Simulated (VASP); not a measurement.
A run of VASP 6.6.1:

The input INCAR:

```
SYSTEM = Rb
PREC = Accurate ; ENCUT = 520
EDIFF = 1E-8 ; ISMEAR = -1
SIGMA = 0.05 ; LREAL = .FALSE.
LASPH = .TRUE. ; NELM = 60
ALGO = Normal ; ISIF = 2
LWAVE = .FALSE. ; LCHARG = .FALSE.
GGA = PE ; LEFG = .TRUE.
NBANDS = 10
```

KPOINTS

```
regular mesh
0
G
  8 8 8
  0 0 0
```

File POSCAR:

```
Rb
1.0
   -2.8901800000      2.8060000000      2.8060000000
    2.8060000000     -2.8901800000      2.8060000000
    2.8060000000      2.8060000000     -2.8901800000
Rb
1
Direct
    0.0000000000      0.0000000000      0.0000000000
```

Potentials or basis: VASP PAW PBE potentials, release 64 (Rb_sv).

Launch:

```bash
$ cat potpaw_PBE.64/Rb_sv/POTCAR > POTCAR
$ mpirun -np 1 vasp_std > vasp.out
```

Hardware: 1 thread of AMD EPYC 9R14 (Zen 4), on a shared host.

How long does it take, and how much memory?

It took 43 s on 1 thread of AMD EPYC 9R14 (Zen 4), with other jobs on the host, peak memory 0.21 GiB. Counts: scf iterations 12, k points 65.
